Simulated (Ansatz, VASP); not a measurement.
Given: the input of a run of Ansatz 0.2.0 on ZnS.

input.yaml

```yaml
crystal:
  lattice:
    - [0.0, 2.702, 2.702]
    - [2.702, 0.0, 2.702]
    - [2.702, 2.702, 0.0]
  atoms:
    - { symbol: Zn, position: [0.75, 0.75, 0.75] }
    - { symbol: S, position: [0.0, 0.0, 0.0] }
hamiltonian:
  xc: pbe
  pseudopotentials: { kind: paw }
kpoints:
  mp_grid: { grid: [9, 9, 9] }
scf:
  occupations: { method: gaussian, width: 0.015 }
output:
  forces: true
  stress: true
  eigenvalues: true
```

Potentials or basis: Ansatz PAW.

Command:

```bash
$ ansatz run input.yaml --threads 2 --pin off --max-ram 5632MiB --backend cpu --events-out ev --progress --plain --runs-dir out
```

Q: Set up the same calculation for VASP 6.6.1. Potentials there: VASP PAW PBE potentials, release 64 (Zn, S).

A: As run (the cutoff follows the program's own potentials):

File INCAR:

```
SYSTEM = ZnS
ALGO = Normal ; EDIFF = 1E-6
ENCUT = 520 ; GGA = PE
ISIF = 2 ; ISMEAR = 0
LASPH = .True. ; LCHARG = .False.
LREAL = .False. ; LWAVE = .False.
NELM = 100 ; PREC = Accurate
SIGMA = 0.015
```

The input KPOINTS:

```
k-points
0
Gamma
  9 9 9
  0 0 0
```

POSCAR

```
ZnS
1.0
    0.0000000000      2.7020000000      2.7020000000
    2.7020000000      0.0000000000      2.7020000000
    2.7020000000      2.7020000000      0.0000000000
Zn S
1 1
Direct
    0.7500000000      0.7500000000      0.7500000000
    0.0000000000      0.0000000000      0.0000000000
```

Potentials or basis: VASP PAW PBE potentials, release 64 (Zn, S).

Run with:

```console
$ cat potpaw_PBE.64/Zn/POTCAR potpaw_PBE.64/S/POTCAR > POTCAR
$ mpirun -np 1 vasp_std > vasp.out
```

Both were run:

|  | VASP | Ansatz | Ansatz less VASP |
| --- | --- | --- | --- |
| gap on the k mesh at the Fermi level (eV) | 2.11 | 2.11 | -0.005 |
| least direct gap on the mesh (eV) | 2.11 | 2.11 | -0.005 |
| pressure (GPa) | 1.8 | 1.6 | -0.18 |

With one functional, cell and mesh, what is left measures potentials, basis and numerics.

Caveats: odd divisions of the mesh miss points on the zone boundary, where band edges often lie, so the gap on the mesh can be too wide (Ansatz).
